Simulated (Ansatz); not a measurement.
# MgO: the gap against volume

MgO, Fm-3m, a = 4.214 Å. Ansatz: PBEsol, PAW, 420 eV, Γ-centred 10×10×10 mesh on 2 atoms, Gaussian smearing 0.02 eV; no spin polarisation. Symmetry fixes shape and atoms, so the cell is only scaled; x = ln(V/V0) with V0 = 9.356 Å³/atom. The gap is read at the mesh points alone.

```tsv
x	gap y (eV)
-0.0619	5.236
-0.0305	4.917
0.0000	4.619
0.0296	4.340
0.0583	?
```

Question: Fit a straight line to the other rows, give the volume deformation potential of the gap and its pressure coefficient, and predict the missing gap. B0 = 157.5 GPa.

Answer: Means x = -0.01570, y = 4.7780; Σ(Δx)² = 0.004652, ΣΔxΔy = -0.04555; the slope is their ratio. y = 4.6243 − 9.7923 x. The slope is the deformation potential a = dE_g/d ln V = -9.79 eV, and dE_g/dP = −a/B0 = 62.2 meV/GPa. At x = 0.0583 the fit asked for gives 4.053 eV. The run gave 4.082 eV, so the fit is 0.029 eV too low, 2.5 % of the span of the series, against an rms of 0.006 eV on the fitted rows. The row lies outside the fitted range. With a term in x² added, a fit to the same known rows predicts 4.080 eV, so most of the miss is curvature that the known rows already hold.

Semilocal functionals give gaps under the measured ones; changes of the gap mostly carry over better.